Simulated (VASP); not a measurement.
# InSb2As3 (P-3m1) in VASP: a series of runs

Runs on InSb2As3. Level: PBE. Tasks: relaxation of cell and atoms.

All numbers are computed with VASP 6.6.1; they aren't measurements. Logs are shortened: lines on timing, memory, paths and dates and some standing lists are left out, and cuts for length are marked.

## (1) Starting point

It takes space group P-3m1 (No. 164, trigonal). The conventional cell has a = 4.211 Å, b = 4.211 Å, c = 9.771 Å, α = 90.00°, β = 90.00°, γ = 120.00°. Around In (site symmetry -3m) lie 6 As at 2.60 Å. Around Sb (site symmetry 3m) lie 4 As at 2.66 to 2.76 Å. Around As (site symmetry 3m) lie 3 In at 2.60 Å and 1 Sb at 2.66 Å. As (site symmetry -3m) is surrounded by 6 Sb at 2.76 Å.

The cell was built by a generator and needn't be a form met in nature.

## (2) Relaxation of cell and atoms, PBE

Contents of INCAR:

```
SYSTEM = InSb2As3
PREC     = Normal         ! precision mode
ENCUT    = 520            ! plane-wave cutoff, eV
EDIFF    = 1E-4           ! SCF threshold, eV
ISMEAR   = 0              ! smearing method
SIGMA    = 0.15           ! smearing width, eV
LREAL    = .False.        ! projectors in reciprocal space
LASPH    = .True.         ! aspherical terms in the spheres
NELM     = 60             ! most SCF steps
ALGO     = Fast           ! electronic algorithm
ISIF     = 3              ! what is computed and relaxed
LWAVE    = .False.        ! write WAVECAR
LCHARG   = .False.        ! write CHGCAR
GGA      = PE             ! functional
IBRION   = 2              ! ionic algorithm
NSW      = 24             ! ionic steps
EDIFFG   = -0.08          ! ionic threshold
KPAR     = 2
```

Contents of KPOINTS:

```
regular mesh
0
Gamma
  4 4 2
  0 0 0
```

Contents of POSCAR:

```
InSb2As3
1.0
    4.2110735300      0.0000000000      0.0000000000
   -2.1055367600      3.6468966500      0.0000000000
    0.0000000000      0.0000000000      9.7710768500
In Sb As
1 2 3
Direct
    0.0000000000      0.0000000000      0.5000000000
    0.3333333300      0.6666666700      0.1327585800
    0.6666666700      0.3333333300      0.8672414200
    0.3333333300      0.6666666700      0.4053865200
    0.6666666700      0.3333333300      0.5946134800
    0.0000000000      0.0000000000      0.0000000000
```

Potentials or basis: VASP PAW PBE potentials, release 64 (In_d, Sb, As).

The run is started by

```console
> cat potpaw_PBE.64/In_d/POTCAR potpaw_PBE.64/Sb/POTCAR potpaw_PBE.64/As/POTCAR > POTCAR
> mpirun -np 2 vasp_std > vasp.out
```

OUTCAR:

```text
SYSTEM = InSb2As3
   PREC = Normal
   ENCUT = 520
   EDIFF = 1E-4
   ISMEAR = 0
   LREAL = .False.
   LASPH = .True.
   NELM = 60
   ISIF = 3
   GGA = PE
   IBRION = 2
   NSW = 24
   EDIFFG = -0.08

 ion  position               nearest neighbor table
   1  0.000  0.000  0.500-   4 2.60   5 2.60   4 2.60   5 2.60   5 2.60   4 2.60
   2  0.333  0.667  0.133-   4 2.66   6 2.76   6 2.76   6 2.76   3 3.56   3 3.56   3 3.56
   3  0.667  0.333  0.867-   5 2.66   6 2.76   6 2.76   6 2.76   2 3.56   2 3.56   2 3.56
   4  0.333  0.667  0.405-   1 2.60   1 2.60   1 2.60   2 2.66
   5  0.667  0.333  0.595-   1 2.60   1 2.60   1 2.60   3 2.66
   6  0.000  0.000  0.000-   2 2.76   3 2.76   2 2.76   3 2.76   3 2.76   2 2.76

  LATTYP: Found a hexagonal cell.
 ALAT       =     4.2110735300
 C/A-ratio  =     2.3203291941

  Lattice vectors:

 A1 = (   4.2110735300,   0.0000000000,   0.0000000000)
 A2 = (  -2.1055367600,   3.6468966500,   0.0000000000)
 A3 = (   0.0000000000,   0.0000000000,   9.7710768500)

Analysis of symmetry for initial positions (statically):
=====================================================================
 Subroutine PRICEL returns:
 Original cell was already a primitive cell.

 Routine SETGRP: Setting up the symmetry group for a
 hexagonal supercell.

 Subroutine GETGRP returns: Found 12 space group operations
 (whereof 12 operations were pure point group operations)
 out of a pool of 24 trial point group operations.

The static configuration has the point symmetry D_3d.

Analysis of symmetry for dynamics (positions and initial velocities):
=====================================================================
 Subroutine PRICEL returns:
 Original cell was already a primitive cell.

 Routine SETGRP: Setting up the symmetry group for a
 hexagonal supercell.

 Subroutine GETGRP returns: Found 12 space group operations
 (whereof 12 operations were pure point group operations)
 out of a pool of 24 trial point group operations.

The dynamic configuration has the point symmetry D_3d.

 Subroutine INISYM returns: Found 12 space group operations
 (whereof 12 operations are pure point group operations),
 and found     1 'primitive' translations

----------------------------------------------------------------------------------------

                                     Primitive cell

  volume of cell :     150.0578

  direct lattice vectors                    reciprocal lattice vectors
     4.211073530  0.000000000  0.000000000     0.237469138  0.137102870  0.000000000
    -2.105536760  3.646896650  0.000000000     0.000000000  0.274205741  0.000000000
     0.000000000  0.000000000  9.771076850     0.000000000  0.000000000  0.102342865

  length of vectors
     4.211073530  4.211073524  9.771076850     0.274205741  0.274205741  0.102342865

  position of ions in fractional coordinates (direct lattice)
     0.000000000  0.000000000  0.500000000
     0.333333330  0.666666670  0.132758580
     0.666666670  0.333333330  0.867241420
     0.333333330  0.666666670  0.405386520
     0.666666670  0.333333330  0.594613480
     0.000000000  0.000000000  0.000000000

  ion indices of the primitive-cell ions
   primitive index   ion index
                 1           1
                 2           2
                 3           3
                 4           4
                 5           5
                 6           6

----------------------------------------------------------------------------------------

 KPOINTS: regular mesh

Automatic generation of k-mesh.
 Grid dimensions read from file:
 generate k-points for:    4    4    2

 Generating k-lattice:

  Cartesian coordinates                     Fractional coordinates (reciprocal lattice)
     0.059367284  0.034275718  0.000000000     0.250000000  0.000000000  0.000000000
     0.000000000  0.068551435  0.000000000     0.000000000  0.250000000  0.000000000
     0.000000000  0.000000000  0.051171433     0.000000000  0.000000000  0.500000000

  Length of vectors
     0.068551435  0.068551435  0.051171433

  Shift w.r.t. Gamma in fractional coordinates (k-lattice)
     0.000000000  0.000000000  0.000000000

 Subroutine IBZKPT returns following result:
 ===========================================

 Found      8 irreducible k-points:

 Following reciprocal coordinates:
            Coordinates               Weight
  0.000000  0.000000  0.000000      1.000000
  0.250000  0.000000  0.000000      6.000000
  0.500000  0.000000  0.000000      3.000000
  0.250000  0.250000  0.000000      6.000000
  0.000000  0.000000  0.500000      1.000000
  0.250000  0.000000  0.500000      6.000000
  0.500000  0.000000  0.500000      3.000000
  0.250000  0.250000  0.500000      6.000000
   k-points           NKPTS =      8   k-points in BZ     NKDIM =      8   number of bands    NBANDS=     23
   number of dos      NEDOS =    301   number of ions     NIONS =      6
   total plane-waves  NPLWV =  32256
   dimension x,y,z NGX =    24 NGY =   24 NGZ =   56
   dimension x,y,z NGXF=    48 NGYF=   48 NGZF=  112
   ions per type =               1   2   3
   NGX,Y,Z   is equivalent  to a cutoff of   9.47,  9.47,  9.53 a.u.
   NGXF,Y,Z  is equivalent  to a cutoff of  18.95, 18.95, 19.06 a.u.
 SYSTEM =  InSb2As3
   PREC   = normal    normal or accurate (medium, high low for compatibility)
   ISTART =      0    job   : 0-new  1-cont  2-samecut
   ICHARG =      2    charge: 1-file 2-atom 10-const
   ISPIN  =      1    spin polarized calculation?
   LNONCOLLINEAR =      F non collinear calculations
   LSORBIT =      F    spin-orbit coupling
   LASPH  =      T    aspherical Exc in radial PAW
   ENCUT  =  520.0 eV  38.22 Ry    6.18 a.u.   7.83  7.83 18.17*2*pi/ulx,y,z
   NELM   =     60;   NELMIN=  2; NELMDL= -5     # of ELM steps
   EDIFF  = 0.1E-03   stopping-criterion for ELM
   LREAL  =      F    real-space projection
   EDIFFG = -.8E-01   stopping-criterion for IOM
   NSW    =     24    number of steps for IOM
   IBRION =      2    ionic relax: 0-MD 1-quasi-New 2-CG
   NFREE  =      1    steps in history (QN), initial steepest desc. (CG)
   ISIF   =      3    stress and relaxation
   ISYM   =      2    0-nonsym 1-usesym 2-fastsym
   POTIM  = 0.5000    time-step for ionic-motion
   TEBEG  =    0.0;   TEEND  =   0.0 temperature during run
   PSTRESS=    0.0 pullay stress
   NELECT =      38.0000    total number of electrons
   NUPDOWN=      -1.0000    fix difference up-down
   EMIN   =  10.00;   EMAX   =-10.00  energy-range for DOS
   EFERMI =   0.00;   METHOD = LEGACY
   ISMEAR =     0;   SIGMA  =   0.15  broadening in eV -4-tet -1-fermi 0-gaus
   EFERMI_NEDOS =   21; number of points for ismear=-14 and -15
   IALGO  =     68    algorithm
   IMIX   =      4    mixing-type and parameters
     AMIX     =   0.40;   BMIX     =  1.00
     AMIX_MAG =   1.60;   BMIX_MAG =  1.00
  volume/ion in A,a.u.               =      25.01       168.77
  Fermi-wavevector in a.u.,A,eV,Ry     =   1.035738  1.957260 14.595686  1.072753
  Thomas-Fermi vector in A             =   2.170095
   LORBIT       =      0    0 simple, 1 ext, 2 COOP (PROOUT), +10 PAW based schemes
   GGA     = PE    functional components
   LHFCALC =     F    Hartree Fock is set to
   AEXX    =    0.0000 exact exchange contribution
   IVDW    =     0    specifies the selected vdW correction
   LEPSILON=     F    determine dielectric tensor
   LRPA    =     F    only Hartree local field effects (RPA)
 conjugate gradient relaxation of ions
 non-spin polarized calculation
 RMM-DIIS sequential band-by-band and
 Gauss-broadening in eV      SIGMA  =   0.15
  energy-cutoff  :      520.00
  volume of cell :      150.06
 maximum number of plane-waves:      4064
   NGX = 15   NGY = 15   NGZ = 37

--------------------------------------- Ionic step        1  -------------------------------------------

 number of electron      38.0000026 magnetization

 Free energy of the ion-electron system (eV)
  ---------------------------------------------------
  ext. energy  EPLUGINS =         0.00000000
  ---------------------------------------------------
  free energy    TOTEN  =       -21.86175211 eV

  energy without entropy =      -21.80945983  energy(sigma->0) =      -21.83560597

------------------------ aborting loop because EDIFF is reached ----------------------------------------

  FORCE on cell =-STRESS in cart. coord.  units (eV):
  Direction    XX          YY          ZZ          XY          YZ          ZX
  --------------------------------------------------------------------------------------
  -------------------------------------------------------------------------------------
  Total       13.6613431     13.6613431     10.2834578      0.0000000      0.0000000     -0.0000000
  in kB      145.8630434    145.8630431    109.7971436      0.0000002      0.0000000     -0.0000000
  external PRESSURE =     133.8410767 kB  Pullay stress =       0.0000000 kB
[... 101 lines left out ...]
  FREE ENERGIE OF THE ION-ELECTRON SYSTEM (eV)
  ---------------------------------------------------
  free  energy   TOTEN  =       -23.3524079223 eV

  energy  without entropy=      -23.2876133359  energy(sigma->0) =      -23.32001063

 E-fermi :   4.8649     XC(G=0):  -9.1493

 val. band max:        4.8423194547   @ k =   0.2500   0.0000   0.5000
 cond. band min:       4.9485516674   @ k =   0.0000   0.0000   0.0000
 fundamental gap:      0.1062322127
 Fermi energy:         4.8648902973

 k-point     1 :       0.0000    0.0000    0.0000
  band No.  band energies     occupation
      1      -9.5897      2.00000
      2      -9.5897      2.00000
      3      -9.5320      2.00000
      4      -9.4916      2.00000
      5      -9.4916      2.00000
      6      -8.2797      2.00000
[... 197 lines left out ...]
     22       6.7109      0.00000
     23       6.8899      0.00000

[... ionic steps 4 to 15 ...]

--------------------------------------- Ionic step       16  -------------------------------------------

 number of electron      37.9999992 magnetization

------------------------ aborting loop because EDIFF is reached ----------------------------------------

  FORCE on cell =-STRESS in cart. coord.  units (eV):
  Direction    XX          YY          ZZ          XY          YZ          ZX
  --------------------------------------------------------------------------------------
  -------------------------------------------------------------------------------------
  Total        0.4970389      0.4970389      0.1693502      0.0000000     -0.0000000     -0.0000000
  in kB        4.6233971      4.6233971      1.5752757      0.0000000     -0.0000000     -0.0000000
  external PRESSURE =       3.6073566 kB  Pullay stress =       0.0000000 kB
[... 65 lines left out ...]
  energy  without entropy=      -23.6432377503  energy(sigma->0) =      -23.66114855

--------------------------------------- Ionic step       18  -------------------------------------------

 number of electron      37.9999973 magnetization

 Free energy of the ion-electron system (eV)
  ---------------------------------------------------
  ext. energy  EPLUGINS =         0.00000000
  ---------------------------------------------------
  free energy    TOTEN  =       -23.68265688 eV

  energy without entropy =      -23.64691911  energy(sigma->0) =      -23.66478800

 E-fermi :   4.7428     XC(G=0):  -9.1121

 val. band max:        4.7426628657   @ k =   0.2500   0.0000   0.5000
 cond. band min:       4.8745238805   @ k =   0.0000   0.0000   0.5000
 fundamental gap:      0.1318610148
 Fermi energy:         4.7427969786

 k-point     1 :       0.0000    0.0000    0.0000
  band No.  band energies     occupation
      1      -9.7433      2.00000
      2      -9.7433      2.00000
      3      -9.6900      2.00000
      4      -9.6422      2.00000
      5      -9.6422      2.00000
      6      -8.1240      2.00000
[... 230 lines left out ...]
  FREE ENERGIE OF THE ION-ELECTRON SYSTEM (eV)
  ---------------------------------------------------
  free  energy   TOTEN  =       -23.6826568825 eV

  energy  without entropy=      -23.6469191132  energy(sigma->0) =      -23.66478800

 reached required accuracy - stopping structural energy minimisation
```

Run time: 59 s. Hardware: 2 MPI ranks of Intel Xeon 6975P-C (Granite Rapids), shared host; peak memory 0.19 GiB.

Results:

```yaml
Free_energy: -23.6827 eV
Relaxed_volume: 28.91 Å³/atom
Relaxed_cell: a = 4.245 Å, b = 4.245 Å, c = 11.113 Å, α = 90.00°, β = 90.00°, γ = 120.00°
Space_group_after_relaxing_to_0.05_Å: P-3m1 (No. 164)
Energy_gained_by_relaxing: 303.5 meV/atom
Ionic_steps: 18
Pressure_after_relaxing: 0.1 GPa
Largest_force_after_relaxing: 0.031 eV/Å
Band_gap_on_the_k_mesh: none (metal or under the smearing width)
```

Forces on the atoms (eV/Å):
```
In   0.000  0.000  0.000
Sb   0.000  0.000  0.002
Sb   0.000  0.000 -0.002
As   0.000  0.000  0.031
As   0.000  0.000 -0.031
As   0.000  0.000  0.000
```

The path:
```csv
step,energy change (eV),largest force (eV/Å),pressure (GPa),volume (Å³)
1,0.0000,2.7109,13.38,150.06
2,-1.3489,0.6304,-3.64,200.12
3,-1.4907,0.8859,-0.52,184.39
4,-1.4911,0.8572,-0.83,185.61
5,-1.5580,0.4887,-0.22,182.87
6,-1.5656,0.3028,0.43,181.39
7,-1.6194,0.2681,0.27,181.29
8,-1.7055,0.5481,-0.34,180.79
9,-1.7578,0.2855,-0.68,179.63
10,-1.7607,0.2414,-0.66,179.32
11,-1.7608,0.2649,-0.75,179.23
12,-1.7759,0.2767,-0.35,176.78
13,-1.7818,0.3063,0.98,171.44
14,-1.7843,0.2971,0.67,173.11
15,-1.7960,0.2705,0.54,172.90
16,-1.8161,0.1737,0.36,172.24
17,-1.8173,0.1284,0.32,172.00
18,-1.8209,0.0307,0.10,173.46
```

Final structure:
```cif
data_structure
_symmetry_space_group_name_H-M 'P 1'
_symmetry_Int_Tables_number 1
_cell_length_a 4.2454
_cell_length_b 4.2454
_cell_length_c 11.1134
_cell_angle_alpha 90.000
_cell_angle_beta 90.000
_cell_angle_gamma 120.000
_cell_volume 173.46
loop_
_atom_site_label
_atom_site_type_symbol
_atom_site_fract_x
_atom_site_fract_y
_atom_site_fract_z
_atom_site_occupancy
In1 In 0.00000 0.00000 0.50000 1
Sb1 Sb 0.33333 0.66667 0.14588 1
Sb2 Sb 0.66667 0.33333 0.85412 1
As1 As 0.33333 0.66667 0.37651 1
As2 As 0.66667 0.33333 0.62349 1
As3 As 0.00000 0.00000 0.00000 1
```

Caveat: the k mesh is coarse (spacing up to 0.43 Å⁻¹), so the values aren't converged; the volume moved by over 15 % at a fixed basis, so the end points are rough; the relaxation stopped at a loose force limit of 0.08 eV/Å, so its end isn't a converged minimum.

## (3) Relaxation of cell and atoms, PBE

This run uses another cell than the first one, of the same volume but with other edges.

INCAR is that of step 2.

KPOINTS is that of step 2.

Contents of POSCAR:

```
InSb2As3
1.0
    4.0000000000      0.0000000000      0.0000000000
   -2.0000000000      3.4641016200      0.0000000000
    0.0000000000      0.0000000000     10.8300000000
In Sb As
1 2 3
Direct
    0.0000000000      0.0000000000      0.0000000000
    0.6666666700      0.3333333300      0.3330000000
    0.3333333300      0.6666666700      0.6670000000
    0.0000000000      0.0000000000      0.4630000000
    0.3333333300      0.6666666700      0.1300000000
    0.6666666700      0.3333333300      0.7970000000
```

Potentials or basis: VASP PAW PBE potentials, release 64 (In_d, Sb, As).

The run is started by

```console
> cat potpaw_PBE.64/In_d/POTCAR potpaw_PBE.64/Sb/POTCAR potpaw_PBE.64/As/POTCAR > POTCAR
> mpirun -np 2 vasp_std > vasp.out
```

Wall time 70 s (2 MPI ranks of Intel Xeon 6975P-C (Granite Rapids), shared host); peak memory 0.2 GiB.

The run converged. Its results:

```
Free energy                            : -24.9656 eV
Relaxed volume                         : 24.51 Å³/atom
Relaxed cell                           : a = 4.123 Å, b = 4.123 Å, c = 9.988 Å, α = 90.00°, β = 90.00°, γ = 120.00°
Space group after relaxing (to 0.05 Å) : P3m1 (No. 156)
Energy gained by relaxing              : 50.9 meV/atom
Ionic steps                            : 24
Pressure after relaxing                : 0.1 GPa
Largest force after relaxing           : 0.070 eV/Å
Band gap on the k mesh                 : none (metal or under the smearing width)
```

Forces in eV/Å, atoms in the order of the input:
```
In   0.000  0.000 -0.054
Sb   0.000  0.000  0.000
Sb   0.000  0.000  0.040
As   0.000  0.000  0.043
As   0.000  0.000  0.041
As   0.000  0.000 -0.070
```

Stress tensor (GPa, compression positive):
```
0.09 0.00 0.00
0.00 0.09 0.00
0.00 0.00 0.00
```

Step by step:
| step | energy change (eV) | largest force (eV/Å) | pressure (GPa) | volume (Å³) |
| --- | --- | --- | --- | --- |
| 1 | 0.0000 | 0.6826 | 2.90 | 150.06 |
| 2 | -0.0928 | 0.2766 | -2.16 | 160.08 |
| 3 | -0.1044 | 0.3301 | -0.87 | 157.31 |
| 4 | -0.1548 | 0.1591 | -0.78 | 156.13 |
| 5 | -0.2295 | 0.3701 | 0.04 | 152.30 |
| 6 | -0.2299 | 0.2802 | -0.23 | 153.07 |
| 7 | -0.2307 | 0.3281 | -0.17 | 152.79 |
| 8 | -0.2448 | 0.2930 | 0.07 | 151.60 |
| 9 | -0.2524 | 0.2776 | 0.09 | 150.73 |
| 10 | -0.2599 | 0.2302 | 0.62 | 148.99 |
| 11 | -0.2687 | 0.1714 | 0.20 | 149.36 |
| 12 | -0.2725 | 0.1522 | -0.06 | 149.57 |
| 13 | -0.2771 | 0.1266 | -0.36 | 150.01 |
| 14 | -0.2752 | 0.0990 | -1.14 | 150.89 |
| 15 | -0.2781 | 0.1665 | -0.88 | 150.35 |
| 16 | -0.2855 | 0.0972 | -0.72 | 149.67 |
| 17 | -0.2954 | 0.1650 | -0.17 | 148.23 |
| 18 | -0.2968 | 0.1926 | -0.23 | 147.71 |
| 19 | -0.2970 | 0.2277 | -0.02 | 147.17 |
| 20 | -0.2971 | 0.2282 | 0.07 | 147.37 |
| 21 | -0.2970 | 0.2163 | 0.00 | 147.26 |
| 22 | -0.3000 | 0.1747 | 0.05 | 147.23 |
| 23 | -0.3050 | 0.0912 | 0.13 | 147.12 |
| 24 | -0.3055 | 0.0704 | 0.06 | 147.07 |

Final structure:
```
CELL_PARAMETERS angstrom
4.12349 0.00000 0.00000
-2.06175 3.57105 0.00000
0.00000 0.00000 9.98795
ATOMIC_POSITIONS crystal
In 0.00000 0.00000 0.99113
Sb 0.66667 0.33333 0.31540
Sb 0.33333 0.66667 0.65365
As 0.00000 0.00000 0.47476
As 0.33333 0.66667 0.14350
As 0.66667 0.33333 0.81157
```

Levels at points of the mesh, in eV from the Fermi level:
```csv
k point,band 15,band 16,band 17,band 18,band 19,band 20,band 21,band 22,band 23
"(0.00, 0.00, 0.00)",-1.18,-1.18,-0.72,-0.72,0.08,0.37,1.11,1.11,2.01
"(0.50, 0.00, 0.00)",-2.81,-2.38,-2.20,-1.50,-0.93,-0.81,2.23,2.58,2.80
"(0.00, 0.00, 0.50)",-1.19,-0.61,-0.61,-0.55,-0.43,0.59,0.73,0.73,1.83
"(0.50, 0.00, 0.50)",-2.77,-2.55,-2.39,-0.63,-0.55,0.62,0.94,1.01,2.01
```

Caveat: the k mesh is coarse (spacing up to 0.45 Å⁻¹), so the values aren't converged; the relaxation stopped at a loose force limit of 0.08 eV/Å, so its end isn't a converged minimum. Spin-orbit coupling is left out, which matters for the levels of Sb.
